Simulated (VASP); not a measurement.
AgI (Iodargyrite):

```
Ag I
1.0
     4.59000    0.00000    0.00000
    -2.29500    3.97506    0.00000
     0.00000    0.00000    7.52000
Ag I
2 2
Direct
  0.66667 0.33333 0.63000
  0.33333 0.66667 0.13000
  0.66667 0.33333 0.00000
  0.33333 0.66667 0.50000
```

- Program: VASP 6.6.1
- Task: relaxation of cell and atoms
- Functional: PBEsol
- Potentials or basis: VASP PAW PBE potentials, release 64 (Ag, I)
- Cutoff: 600 eV
- k mesh: 9 × 9 × 4
- Occupations: gaussian, width 0.03 eV
- Spin: no spin polarisation

At the start: pressure -0.8 GPa; volume 34.30 Å³/atom.

**Question.** Where does the relaxation end?

**Answer.** Over 16 steps the energy falls by 2.6 meV/atom and the volume is 33.49 Å³/atom (-2.4 %); space group P6_3mc (No. 186, to 0.05 Å).

The path:
```
step  energy change (eV)  largest force (eV/Å)  pressure (GPa)  volume (Å³)
   1              0.0000                0.0789           -0.76       137.21
   2             -0.0096                0.0394           -0.03       133.99
   3             -0.0097                0.0346            0.09       133.65
   4             -0.0097                0.0364            0.07       133.77
   5             -0.0097                0.0379            0.02       133.88
   6             -0.0099                0.0215            0.00       133.99
   7             -0.0100                0.0090           -0.03       134.07
   8             -0.0100                0.0120           -0.03       134.05
   9             -0.0101                0.0092            0.01       133.96
  10             -0.0102                0.0020            0.05       133.70
  11             -0.0103                0.0046            0.03       133.80
  12             -0.0105                0.0111            0.00       134.03
  13             -0.0105                0.0125           -0.03       134.08
  14             -0.0105                0.0117           -0.01       134.05
  15             -0.0105                0.0117           -0.02       134.04
  16             -0.0105                0.0040            0.01       133.97
```

Final structure:
```yaml
crystal:
  lattice:
    - [4.55373, 0.00000, 0.00000]
    - [-2.27686, 3.94364, 0.00000]
    - [0.00000, 0.00000, 7.46025]
  atoms:
    - { symbol: Ag, position: [0.66667, 0.33333, 0.62792] }
    - { symbol: Ag, position: [0.33333, 0.66667, 0.12792] }
    - { symbol: I, position: [0.66667, 0.33333, 0.00208] }
    - { symbol: I, position: [0.33333, 0.66667, 0.50208] }
```

Caveat: the PAW data sets were made with another functional, which shifts forces and pressure a little.
